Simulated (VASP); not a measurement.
# ZnS (Wurtzite-2H) (P6_3mc) in VASP: notebook

Runs on ZnS (Wurtzite-2H). Level: PBE. Tasks: single point.

All numbers are computed with VASP 6.6.1; they aren't measurements. Logs are shortened: lines on timing, memory, paths and dates and some standing lists are left out, and cuts for length are marked.

**What was measured.**

A printed reference work, monograph reports, for a bulk crystal of ZnS at 4 K: band gap 3.911 eV (direct).

The results are compared with them further down.

### Step 1. The cell of the first run

It takes space group P6_3mc (No. 186, hexagonal). Conventional cell: a = 3.846 Å, b = 3.846 Å, c = 6.304 Å, α = 90.00°, β = 90.00°, γ = 120.00°. Within 3.1 Å of Zn (site symmetry 3m) lie 4 S at 2.36 Å. Within 3.1 Å of S (site symmetry 3m) lie 4 Zn at 2.36 Å.

### Step 2. Single point, PBE

File INCAR:

```
SYSTEM = ZnS
PREC = Accurate ; ENCUT = 500
EDIFF = 1E-6 ; ISMEAR = 0
SIGMA = 0.01 ; LREAL = .FALSE.
LASPH = .TRUE. ; NELM = 120
ALGO = Normal ; ISIF = 2
LWAVE = .FALSE. ; LCHARG = .FALSE.
GGA = PE ; NBANDS = 26
GGA_COMPAT = .FALSE.
```

File KPOINTS:

```
regular mesh
0
G
  6 6 4
  0 0 0
```

File POSCAR:

```
ZnS
1.0
    3.8457817004      0.0000000000      0.0000000000
   -1.9228908502      3.3305446499      0.0000000000
    0.0000000000      0.0000000000      6.3040218053
Zn S
2 2
Direct
    0.3333333333      0.6666666667      0.0052011311
    0.6666666667      0.3333333333      0.5052011311
    0.3333333333      0.6666666667      0.3797988689
    0.6666666667      0.3333333333      0.8797988689
```

Potentials or basis: VASP PAW PBE potentials, release 64 (Zn, S).

Launch:

```console
> cat potpaw_PBE.64/Zn/POTCAR potpaw_PBE.64/S/POTCAR > POTCAR
> mpirun -np 1 vasp_std > vasp.out
```

OUTCAR:

```text
SYSTEM = ZnS
   PREC = Accurate
   ENCUT = 500
   EDIFF = 1E-6
   ISMEAR = 0
   LREAL = .FALSE.
   LASPH = .TRUE.
   NELM = 120
   ISIF = 2
   GGA = PE

 ion  position               nearest neighbor table
   1  0.333  0.667  0.005-   4 2.36   4 2.36   4 2.36   3 2.36
   2  0.667  0.333  0.505-   3 2.36   3 2.36   3 2.36   4 2.36
   3  0.333  0.667  0.380-   2 2.36   2 2.36   2 2.36   1 2.36
   4  0.667  0.333  0.880-   1 2.36   1 2.36   1 2.36   2 2.36

  LATTYP: Found a hexagonal cell.
 ALAT       =     3.8457817004
 C/A-ratio  =     1.6392042753

  Lattice vectors:

 A1 = (   3.8457817004,   0.0000000000,   0.0000000000)
 A2 = (  -1.9228908502,   3.3305446499,   0.0000000000)
 A3 = (   0.0000000000,   0.0000000000,   6.3040218053)

Analysis of symmetry for initial positions (statically):
=====================================================================
 Subroutine PRICEL returns:
 Original cell was already a primitive cell.

 Routine SETGRP: Setting up the symmetry group for a
 hexagonal supercell.

 Subroutine GETGRP returns: Found 12 space group operations
 (whereof  6 operations were pure point group operations)
 out of a pool of 24 trial point group operations.

The static configuration has the point symmetry C_3v.
 The point group associated with its full space group is C_6v.

Analysis of symmetry for dynamics (positions and initial velocities):
=====================================================================
 Subroutine PRICEL returns:
 Original cell was already a primitive cell.

 Routine SETGRP: Setting up the symmetry group for a
 hexagonal supercell.

 Subroutine GETGRP returns: Found 12 space group operations
 (whereof  6 operations were pure point group operations)
 out of a pool of 24 trial point group operations.

The dynamic configuration has the point symmetry C_3v.
 The point group associated with its full space group is C_6v.

 Subroutine INISYM returns: Found 12 space group operations
 (whereof  6 operations are pure point group operations),
 and found     1 'primitive' translations

----------------------------------------------------------------------------------------

                                     Primitive cell

  volume of cell :      80.7454

  direct lattice vectors                    reciprocal lattice vectors
     3.845781700  0.000000000  0.000000000     0.260025159  0.150125596  0.000000000
    -1.922890850  3.330544650  0.000000000     0.000000000  0.300251192  0.000000000
     0.000000000  0.000000000  6.304021805     0.000000000  0.000000000  0.158628893

  length of vectors
     3.845781700  3.845781700  6.304021805     0.300251192  0.300251192  0.158628893

  position of ions in fractional coordinates (direct lattice)
     0.333333333  0.666666667  0.005201131
     0.666666667  0.333333333  0.505201131
     0.333333333  0.666666667  0.379798869
     0.666666667  0.333333333  0.879798869

  ion indices of the primitive-cell ions
   primitive index   ion index
                 1           1
                 2           2
                 3           3
                 4           4

----------------------------------------------------------------------------------------

 KPOINTS: regular mesh

Automatic generation of k-mesh.
 Grid dimensions read from file:
 generate k-points for:    6    6    4

 Generating k-lattice:

  Cartesian coordinates                     Fractional coordinates (reciprocal lattice)
     0.043337527  0.025020933  0.000000000     0.166666667 -0.000000000  0.000000000
     0.000000000  0.050041865  0.000000000     0.000000000  0.166666667  0.000000000
     0.000000000  0.000000000  0.039657223     0.000000000  0.000000000  0.250000000

  Length of vectors
     0.050041865  0.050041865  0.039657223

  Shift w.r.t. Gamma in fractional coordinates (k-lattice)
     0.000000000  0.000000000  0.000000000

 Subroutine IBZKPT returns following result:
 ===========================================

 Found     21 irreducible k-points:

 Following reciprocal coordinates:
            Coordinates               Weight
  0.000000  0.000000  0.000000      1.000000
  0.166667 -0.000000  0.000000      6.000000
  0.333333  0.000000  0.000000      6.000000
  0.500000 -0.000000  0.000000      3.000000
  0.166667  0.166667  0.000000      6.000000
  0.333333  0.166667  0.000000     12.000000
[... 13 lines left out ...]
  0.333333  0.166667  0.500000     12.000000
  0.333333  0.333333  0.500000      2.000000
   k-points           NKPTS =     21   k-points in BZ     NKDIM =     21   number of bands    NBANDS=     26
   number of dos      NEDOS =    301   number of ions     NIONS =      4
   total plane-waves  NPLWV =  37632
   dimension x,y,z NGX =    28 NGY =   28 NGZ =   48
   dimension x,y,z NGXF=    56 NGYF=   56 NGZF=   96
   ions per type =               2   2
   NGX,Y,Z   is equivalent  to a cutoff of  12.10, 12.10, 12.66 a.u.
   NGXF,Y,Z  is equivalent  to a cutoff of  24.21, 24.21, 25.32 a.u.
 SYSTEM =  ZnS
   PREC   = accura    normal or accurate (medium, high low for compatibility)
   ISTART =      0    job   : 0-new  1-cont  2-samecut
   ICHARG =      2    charge: 1-file 2-atom 10-const
   ISPIN  =      1    spin polarized calculation?
   LNONCOLLINEAR =      F non collinear calculations
   LSORBIT =      F    spin-orbit coupling
   LASPH  =      T    aspherical Exc in radial PAW
   ENCUT  =  500.0 eV  36.75 Ry    6.06 a.u.   7.01  7.01 11.49*2*pi/ulx,y,z
   NELM   =    120;   NELMIN=  2; NELMDL= -5     # of ELM steps
   EDIFF  = 0.1E-05   stopping-criterion for ELM
   LREAL  =      F    real-space projection
   EDIFFG = 0.1E-04   stopping-criterion for IOM
   NSW    =      0    number of steps for IOM
   IBRION =     -1    ionic relax: 0-MD 1-quasi-New 2-CG
   NFREE  =      0    steps in history (QN), initial steepest desc. (CG)
   ISIF   =      2    stress and relaxation
   ISYM   =      2    0-nonsym 1-usesym 2-fastsym
   POTIM  = 0.5000    time-step for ionic-motion
   TEBEG  =    0.0;   TEEND  =   0.0 temperature during run
   PSTRESS=    0.0 pullay stress
   NELECT =      36.0000    total number of electrons
   NUPDOWN=      -1.0000    fix difference up-down
   EMIN   =  10.00;   EMAX   =-10.00  energy-range for DOS
   EFERMI =   0.00;   METHOD = LEGACY
   ISMEAR =     0;   SIGMA  =   0.01  broadening in eV -4-tet -1-fermi 0-gaus
   EFERMI_NEDOS =   21; number of points for ismear=-14 and -15
   IALGO  =     38    algorithm
   IMIX   =      4    mixing-type and parameters
     AMIX     =   0.40;   BMIX     =  1.00
     AMIX_MAG =   1.60;   BMIX_MAG =  1.00
  volume/ion in A,a.u.               =      20.19       136.22
  Fermi-wavevector in a.u.,A,eV,Ry     =   1.250652  2.363390 21.281285  1.564130
  Thomas-Fermi vector in A             =   2.384636
   LORBIT       =      0    0 simple, 1 ext, 2 COOP (PROOUT), +10 PAW based schemes
   GGA     = PE    functional components
   LHFCALC =     F    Hartree Fock is set to
   AEXX    =    0.0000 exact exchange contribution
   IVDW    =     0    specifies the selected vdW correction
   LEPSILON=     F    determine dielectric tensor
   LRPA    =     F    only Hartree local field effects (RPA)
 non-spin polarized calculation
 Gauss-broadening in eV      SIGMA  =   0.01
  energy-cutoff  :      500.00
  volume of cell :       80.75
 maximum number of plane-waves:      2063
 NGX is ok and might be reduce to    28
   NGX = 13   NGY = 13   NGZ = 23

 number of electron      35.9999989 magnetization

 Free energy of the ion-electron system (eV)
  ---------------------------------------------------
  ext. energy  EPLUGINS =         0.00000000
  ---------------------------------------------------
  free energy    TOTEN  =       -13.69030591 eV

  energy without entropy =      -13.69030591  energy(sigma->0) =      -13.69030591

 E-fermi :   1.9549     XC(G=0):  -9.5154

 val. band max:        1.9138636308   @ k =   0.0000   0.0000   0.0000
 cond. band min:       3.9958758345   @ k =   0.0000   0.0000   0.0000
 fundamental gap:      2.0820122037
 Fermi energy:         1.9549172738

 k-point     1 :       0.0000    0.0000    0.0000
  band No.  band energies     occupation
      1     -11.0928      2.00000
      2     -10.2031      2.00000
      3      -4.3419      2.00000
      4      -4.3301      2.00000
      5      -4.3301      2.00000
      6      -4.2520      2.00000
[... 18 lines left out ...]
     25       9.5905      0.00000
     26      11.0450      0.00000

 k-point     2 :       0.1667   -0.0000    0.0000
  band No.  band energies     occupation
      1     -10.9184      2.00000
      2     -10.1093      2.00000
      3      -4.3397      2.00000
      4      -4.3064      2.00000
      5      -4.2976      2.00000
      6      -4.2278      2.00000
[... 18 lines left out ...]
     25      10.1718      0.00000
     26      10.3720      0.00000

 k-point     3 :       0.3333    0.0000    0.0000
  band No.  band energies     occupation
      1     -10.5014      2.00000
      2      -9.9422      2.00000
      3      -4.3236      2.00000
      4      -4.2471      2.00000
      5      -4.2447      2.00000
      6      -4.1067      2.00000
[... 18 lines left out ...]
     25      10.5251      0.00000
     26      11.5024      0.00000

 k-point     4 :       0.5000   -0.0000    0.0000
  band No.  band energies     occupation
      1     -10.2151      2.00000
      2      -9.9077      2.00000
      3      -4.3119      2.00000
      4      -4.2311      2.00000
      5      -4.1060      2.00000
      6      -4.0927      2.00000
[... 18 lines left out ...]
     25      10.9082      0.00000
     26      13.3031      0.00000
[... 409 lines left out ...]
      1     -10.3112      2.00000
      2     -10.3112      2.00000
      3      -4.3047      2.00000
      4      -4.3047      2.00000
      5      -4.2132      2.00000
      6      -4.2132      2.00000
[... 18 lines left out ...]
     25      10.2608      0.00000
     26      10.2608      0.00000

 k-point    20 :       0.3333    0.1667    0.5000
  band No.  band energies     occupation
      1     -10.0571      2.00000
      2     -10.0571      2.00000
      3      -4.2697      2.00000
      4      -4.2697      2.00000
      5      -4.1504      2.00000
      6      -4.1504      2.00000
[... 18 lines left out ...]
     25      10.9383      0.00000
     26      10.9383      0.00000

 k-point    21 :       0.3333    0.3333    0.5000
  band No.  band energies     occupation
      1      -9.9701      2.00000
      2      -9.9701      2.00000
      3      -4.2055      2.00000
      4      -4.2055      2.00000
      5      -4.1737      2.00000
      6      -4.1737      2.00000
[... 18 lines left out ...]
     25      11.6434      0.00000
     26      11.6434      0.00000

------------------------ aborting loop because EDIFF is reached ----------------------------------------

  FORCE on cell =-STRESS in cart. coord.  units (eV):
  Direction    XX          YY          ZZ          XY          YZ          ZX
  --------------------------------------------------------------------------------------
  -------------------------------------------------------------------------------------
  Total        0.0715067      0.0715067      0.0694841      0.0000000      0.0000000     -0.0000000
  in kB        1.4188614      1.4188614      1.3787275      0.0000000      0.0000000     -0.0000000
  external PRESSURE =       1.4054834 kB  Pullay stress =       0.0000000 kB

 VOLUME and BASIS-vectors are now :
 -----------------------------------------------------------------------------
  energy-cutoff  :      500.00
  volume of cell :       80.75
      direct lattice vectors                 reciprocal lattice vectors
     3.845781700  0.000000000  0.000000000     0.260025159  0.150125596  0.000000000
    -1.922890850  3.330544650  0.000000000     0.000000000  0.300251192  0.000000000
     0.000000000  0.000000000  6.304021805     0.000000000  0.000000000  0.158628893

 POSITION                                       TOTAL-FORCE (eV/Angst)
 -----------------------------------------------------------------------------------
     -0.00000      2.22036      0.03279        -0.000000      0.000000      0.001944
      1.92289      1.11018      3.18480         0.000000     -0.000000      0.001944
     -0.00000      2.22036      2.39426         0.000000      0.000000     -0.001944
      1.92289      1.11018      5.54627         0.000000      0.000000     -0.001944
 -----------------------------------------------------------------------------------
    total drift:                               -0.000000     -0.000000      0.000087

  FREE ENERGIE OF THE ION-ELECTRON SYSTEM (eV)
  ---------------------------------------------------
  free  energy   TOTEN  =       -13.6903059120 eV

  energy  without entropy=      -13.6903059120  energy(sigma->0) =      -13.69030591
```

It took 42 s on 1 thread of Intel Xeon Platinum 8488C (Sapphire Rapids), shared host; peak memory 0.19 GiB.

What came out:

```
Free energy            : -13.6903 eV
Pressure               : 0.1 GPa
Band gap on the k mesh : 2.08 eV, direct
```

### Step 3. Single point, PBE (volume changed by +3%)

File INCAR:

```
PREC = Accurate ; ENCUT = 500
EDIFF = 1E-6 ; ISMEAR = 0
SIGMA = 0.01 ; LREAL = F
LASPH = T ; NELM = 120
ALGO = Normal ; ISIF = 2
LWAVE = F ; LCHARG = F
GGA = PE ; NBANDS = 26
GGA_COMPAT = F
```

File KPOINTS:

```
Automatic mesh
0
Gamma
  6 6 4
```

File POSCAR:

```
ZnS
1.0
    3.8838612234      0.0000000000      0.0000000000
   -1.9419306117      3.3635224842      0.0000000000
    0.0000000000      0.0000000000      6.3664419223
Zn S
2 2
Direct
    0.3333333333      0.6666666667      0.0052011311
    0.6666666667      0.3333333333      0.5052011311
    0.3333333333      0.6666666667      0.3797988689
    0.6666666667      0.3333333333      0.8797988689
```

Potentials or basis: VASP PAW PBE potentials, release 64 (Zn, S).

Launch:

```console
> cat potpaw_PBE.64/Zn/POTCAR potpaw_PBE.64/S/POTCAR > POTCAR
> mpirun -np 1 vasp_std > vasp.out
```

Wall time 28 s (1 thread of Intel Xeon Platinum 8488C (Sapphire Rapids), shared host); peak memory 0.19 GiB.

The run converged. Its results:

- Free energy: -13.6781 eV
- Pressure: -1.8 GPa
- Largest force: 0.004 eV/Å
- Band gap on the k mesh: 1.95 eV, direct

Forces on the atoms (eV/Å):
```
Zn   0.000  0.000 -0.004
Zn   0.000  0.000 -0.004
S    0.000  0.000  0.004
S    0.000  0.000  0.004
```

Levels at points of the mesh, in eV from the valence-band top:
```tsv
k point	band 16	band 17	band 18	band 19	band 20	band 21
(0.00, 0.00, 0.00)	-0.07	0.00	0.00	1.95	3.00	6.34
(0.50, 0.00, 0.00)	-2.04	-1.53	-0.81	3.70	4.10	5.16
(0.00, 0.00, 0.50)	-0.43	-0.43	-0.43	3.38	3.38	6.69
(0.50, 0.00, 0.50)	-1.49	-1.47	-1.47	3.52	3.52	5.26
```

### Step 4. Against experiment

Step 2. Measured gap of ZnS: 3.911 eV (direct; 4 K; a printed reference work, monograph). This calculation gives 2.08 eV (-1.83 eV). The value is that of PBE, without temperature or zero-point motion. Semilocal functionals fall short of measured gaps as a rule.
